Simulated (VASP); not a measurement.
## VASP 6.6.1, PBE single-point calculation, PbSe (strained database structure)

INCAR

```
IBRION = -1
LREAL = .FALSE.
GGA = PE
NSW = 0
PREC = Accurate
LASPH = .TRUE.
LCHARG = .FALSE.
ISIF = 2
ENCUT = 520
EDIFF = 1E-7
NELM = 120
NBANDS = 28
ISMEAR = -1
LWAVE = .FALSE.
SIGMA = 0.02
```

KPOINTS

```
KPOINTS created by Atomic Simulation Environment
0
Gamma
6 6 6
0 0 0
```

KPOINTS_OPT

```
special points
12
Reciprocal
0.0000000000 0.0000000000 0.0000000000 1
0.4999998891 0.4999997783 -0.0000001109 1
0.7499998891 0.4999997783 0.2499998891 1
0.4999998891 -0.0000002217 -0.0000001109 1
0.5000000000 0.0000000000 0.5000000000 1
0.7223786608 -0.0000001972 0.2776211420 1
0.2776211175 -0.0000002462 -0.2776213637 1
0.4999998769 0.4447572725 -0.0552426044 1
0.9447574201 0.4447573215 0.4999999014 1
0.6779029286 -0.0000001578 0.3220969136 1
0.2864580000 -0.0065100000 -0.2929690000 1
0.4531250000 -0.0468750000 -0.5000000000 1
```

POSCAR

```
Pb Se
 1.0000000000000000
     0.0000000000000000    6.5386895737000001    2.9242894304000000
     3.0736711448000000    0.0000000000000000    2.9242894304000000
     3.0736711448000000    6.5386895737000001    0.0000000000000000
 Pb  Se
   2   2
Cartesian
  3.0736711448000005  1.7927874393816987  2.8746480088212105
  3.0736711447999996 11.2845917080183025  2.8746480088212105
  3.0736711448000000  8.4758278151321829  2.8745079359270491
  3.0736711448000000  4.6015513322678183  2.8745079359270491
```

VASP ran with the recommended PBE PAW datasets (40 valence electrons in the cell).

Command

```
mpirun -np 1 vasp_std
```

From OUTCAR

```
k-points           NKPTS =     46   k-points in BZ     NKDIM =     46   number of bands    NBANDS=     28

   NELECT =      40.0000    total number of electrons

   dimension x,y,z NGX =    54 NGY =   32 NGZ =   54
   dimension x,y,z NGXF=   108 NGYF=   64 NGZF=  108

  energy-cutoff  :      520.00
  volume of cell :      117.54
      direct lattice vectors                 reciprocal lattice vectors
     0.000000000  6.538689574  2.924289430    -0.162671924  0.076467921  0.170981707
     3.073671145  0.000000000  2.924289430     0.162671924 -0.076467921  0.170981707
     3.073671145  6.538689574  0.000000000     0.162671924  0.076467921 -0.170981707

 k-points in reciprocal lattice and weights: KPOINTS created by Atomic Simulation Env
   0.00000000  0.00000000  0.00000000       0.005
   0.16666667  0.00000000  0.00000000       0.037
   0.33333333 -0.00000000  0.00000000       0.037
   0.50000000  0.00000000  0.00000000       0.019
   0.16666667  0.16666667  0.00000000       0.009
   0.33333333  0.16666667  0.00000000       0.037
   0.50000000  0.16666667  0.00000000       0.037
  -0.33333333  0.16666667  0.00000000       0.037
   ...

 E-fermi :   4.7907

 k-point     1 :       0.0000    0.0000    0.0000
  band No.  band energies     occupation
      1     -12.1102      2.00000
      2     -12.0785      2.00000
      3     -12.0199      2.00000
      4     -12.0104      2.00000
      5     -12.0033      2.00000
      6     -11.9876      2.00000
      7     -11.9841      2.00000
      8     -11.9832      2.00000
      9     -11.9700      2.00000
     10     -11.9605      2.00000
     11      -8.9591      2.00000
     12      -7.4438      2.00000
     13      -2.5298      2.00000
     14      -1.7834      2.00000
     15       0.1389      2.00000
     16       1.4867      2.00000
     17       2.0352      2.00000
     18       2.3716      2.00000
     19       2.8634      2.00000
     20       4.6459      1.99857
     21       8.5514      0.00000
     22       8.7168      0.00000
     23       9.0058      0.00000
     24       9.0370      0.00000
     25       9.7905      0.00000
     26      10.0439      0.00000
     27      10.3606      0.00000
     28      11.6155      0.00000

 k-point     2 :       0.1667    0.0000    0.0000
  band No.  band energies     occupation
      1     -12.1106      2.00000
      2     -12.0583      2.00000
      3     -12.0123      2.00000
      4     -12.0107      2.00000
      5     -12.0037      2.00000
      6     -11.9976      2.00000
      7     -11.9921      2.00000
      8     -11.9779      2.00000
      9     -11.9720      2.00000
     10     -11.9565      2.00000
     11      -8.7980      2.00000
     12      -7.4284      2.00000
     13      -3.0073      2.00000
     14      -2.2645      2.00000
     15       0.4104      2.00000
     16       1.8852      2.00000
     17       2.2685      2.00000
     18       2.7941      2.00000
     19       3.1803      2.00000
     20       4.4463      2.00000
     21       7.3599      0.00000
     22       8.0745      0.00000
     23       8.6521      0.00000
     24       8.9498      0.00000
     25       9.3322      0.00000
     26       9.9557      0.00000
     27      10.7930      0.00000
     28      11.0398      0.00000

 k-point     3 :       0.3333   -0.0000    0.0000
  band No.  band energies     occupation
      1     -12.1070      2.00000
      2     -12.0324      2.00000
      3     -12.0217      2.00000
      4     -12.0176      2.00000
      5     -12.0068      2.00000
      6     -11.9952      2.00000
      7     -11.9819      2.00000
      8     -11.9739      2.00000
      9     -11.9726      2.00000
     10     -11.9510      2.00000
     11      -8.3586      2.00000
     12      -7.4766      2.00000
     13      -3.7711      2.00000
     14      -3.1308      2.00000
     15       1.1861      2.00000
     16       2.6204      2.00000
     17       2.8982      2.00000
     18       3.3414      2.00000
     19       3.7719      2.00000
     20       4.2188      2.00000
     21       5.9666      0.00000
     22       7.0481      0.00000
     23       7.4572      0.00000
     24       7.5391      0.00000
     25       8.4559      0.00000
     26       9.0045      0.00000
     27      11.7286      0.00000
     28      12.1281      0.00000

 k-point     4 :       0.5000    0.0000    0.0000
  band No.  band energies     occupation
      1     -12.1047      2.00000
      2     -12.0299      2.00000
      3     -12.0287      2.00000
      4     -12.0211      2.00000
      5     -12.0087      2.00000
      6     -11.9896      2.00000
      7     -11.9799      2.00000
      8     -11.9705      2.00000
      9     -11.9624      2.00000
     10     -11.9487      2.00000
     11      -7.8673      2.00000
     12      -7.7557      2.00000
     13      -4.0603      2.00000
     14      -3.5742      2.00000
     15       2.2441      2.00000
     16       2.3522      2.00000
     17       3.2383      2.00000
     18       3.3608      2.00000
     19       4.0879      2.00000
     20       4.5099      2.00000
     21       5.7986      0.00000
     22       6.3050      0.00000
     23       6.7251      0.00000
     24       7.0840      0.00000
     25       7.2237      0.00000
     26       8.7798      0.00000
     27      11.8484      0.00000
     28      12.8729      0.00000

 k-point     5 :       0.1667    0.1667    0.0000
  band No.  band energies     occupation
      1     -12.0767      2.00000
      2     -12.0736      2.00000
      3     -12.0182      2.00000
      4     -12.0050      2.00000
      5     -12.0018      2.00000
      6     -11.9986      2.00000
      7     -11.9867      2.00000
      8     -11.9857      2.00000
      9     -11.9736      2.00000
     10     -11.9570      2.00000
     11      -8.6327      2.00000
     12      -7.3987      2.00000
     13      -3.2112      2.00000
     14      -2.7363      2.00000
     15       0.5515      2.00000
     16       1.4039      2.00000
     17       2.3170      2.00000
     18       3.2650      2.00000
     19       4.0494      2.00000
     20       4.4937      2.00000
     21       6.7087      0.00000
     22       8.1234      0.00000
     23       8.3864      0.00000
     24       8.4116      0.00000
     25       9.0503      0.00000
     26       9.4635      0.00000
     27      11.7546      0.00000
     28      11.8251      0.00000

 k-point     6 :       0.3333    0.1667    0.0000
  band No.  band energies     occupation
      1     -12.0935      2.00000
      2     -12.0578      2.00000
      3     -12.0364      2.00000
      4     -12.0051      2.00000
      5     -11.9997      2.00000
      6     -11.9925      2.00000
      7     -11.9835      2.00000
      8     -11.9771      2.00000
      9     -11.9741      2.00000
     10     -11.9488      2.00000
     11      -8.1881      2.00000
     12      -7.4283      2.00000
     13      -3.5971      2.00000
     14      -3.3194      2.00000
     15       1.1786      2.00000
     16       1.2959      2.00000
     17       2.2494      2.00000
     18       3.5054      2.00000
     19       3.6402      2.00000
     20       4.6213      1.99958
     21       6.7343      0.00000
     22       6.9446      0.00000
     23       7.2481      0.00000
     24       8.2269      0.00000
     25       9.1477      0.00000
     26       9.4825      0.00000
     27      11.5327      0.00000
     28      11.9560      0.00000

 k-point     7 :       0.5000    0.1667    0.0000
  band No.  band energies     occupation
      1     -12.1144      2.00000
      2     -12.0679      2.00000
      3     -12.0389      2.00000
      4     -12.0135      2.00000
      5     -11.9950      2.00000
      6     -11.9919      2.00000
      7     -11.9808      2.00000
      8     -11.9707      2.00000
      9     -11.9576      2.00000
     10     -11.9434      2.00000
     11      -7.7489      2.00000
     12      -7.6416      2.00000
     13      -3.9229      2.00000
     14      -3.3543      2.00000
     15       1.7559      2.00000
     16       1.9517      2.00000
     17       2.3043      2.00000
     18       2.7033      2.00000
     19       3.1534      2.00000
     20       3.6634      2.00000
     21       6.2702      0.00000
     22       7.0356      0.00000
     23       7.5369      0.00000
     24       8.5807      0.00000
     25       8.8998      0.00000
     26       9.2995      0.00000
     27      10.8917      0.00000
     28      11.6772      0.00000

 ...

  Total        1.4685346      1.8192275      6.9630257      0.0000000      0.0000000      0.0000000
  in kB       20.0168762     24.7969989     94.9095933      0.0000000      0.0000000      0.0000000
  external PRESSURE =      46.5744895 kB  Pullay stress =       0.0000000 kB

 POSITION                                       TOTAL-FORCE (eV/Angst)
 -----------------------------------------------------------------------------------
      3.07367      1.79279      2.87465         0.000000     -0.067532     -0.000324
      3.07367     11.28459      2.87465         0.000000      0.067532     -0.000324
      3.07367      8.47583      2.87451         0.000000     -0.124097      0.000324
      3.07367      4.60155      2.87451         0.000000      0.124097      0.000324
 -----------------------------------------------------------------------------------
    total drift:                                0.000001      0.000003     -0.000028

  FREE ENERGIE OF THE ION-ELECTRON SYSTEM (eV)
  ---------------------------------------------------
  free  energy   TOTEN  =       -15.8517769070 eV

  energy  without entropy=      -15.8517694707  energy(sigma->0) =      -15.85177319
```

* gap between bands v and c: 0.08 eV
* least direct gap: 0.82 eV
* pressure: 4.7 GPa
* largest force: 0.12 eV/Å

Band v is the last that the valence electrons fill when counted band by band, and c is the next.

The run took about 3.8 min on one core of a shared host (Intel Xeon Platinum 8488C) and held 0.44 GiB at most.
